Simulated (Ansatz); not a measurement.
Compressing SnO2: a fit and a missing row

SnO2, I4_1/amd, a = 4.012 Å, c = 10.248 Å. This isn't the usual stable structure of the compound. Ansatz: PBEsol, PAW, 420 eV, Γ-centred 10×10×10 mesh on 6 atoms, Gaussian smearing 0.02 eV; no spin polarisation. Shape and atoms are relaxed at each volume; pressure is positive in compression.

| V (Å³/atom) | P (GPa) |
| --- | --- |
| 12.094 | ? |
| 12.506 | 16.83 |
| 12.919 | 10.53 |
| 13.331 | 4.92 |
| 13.743 | 0.00 |
| 14.155 | -4.19 |
| 14.568 | -7.73 |
| 15.117 | -11.52 |

Take V0 = 13.743 Å³/atom, fit the third-order Birch–Murnaghan form to the other rows, and predict the missing pressure.

With the Eulerian strain f = ½[(V0/V)^(2/3) − 1] and y = P/[3f(1 + 2f)^(5/2)], the form is the line y = B0 + 1.5 B0 (B0′ − 4) f. Rows (f, y): 0.03245, 147.7; 0.02104, 150.5; 0.01025, 152.1; -0.00975, 150.5; -0.01906, 149.0; -0.03078, 146.2. Means f = 0.0006917, y = 149.33; Σ(Δf)² = 0.003004, ΣΔfΔy = 0.09133; the slope is their ratio. y = 149.3 + 30.41 f GPa, so B0 = 149.3 GPa and B0′ = 4 + 2 × (30.41)/(3 × 149.3) = 4.14. At V = 12.094, f = 0.04447, y = 150.65 and P = 24.87 GPa. The run gave 23.69 GPa, so the fit is 1.18 GPa too high, 3.4 % of the span of the series, against an rms of 0.14 GPa on the fitted rows. The row lies outside the fitted range. The points of y bend away from a line: a fourth-order term fitted to them gives P = 23.76 GPa at this row's volume (the line 24.87, the run 23.69).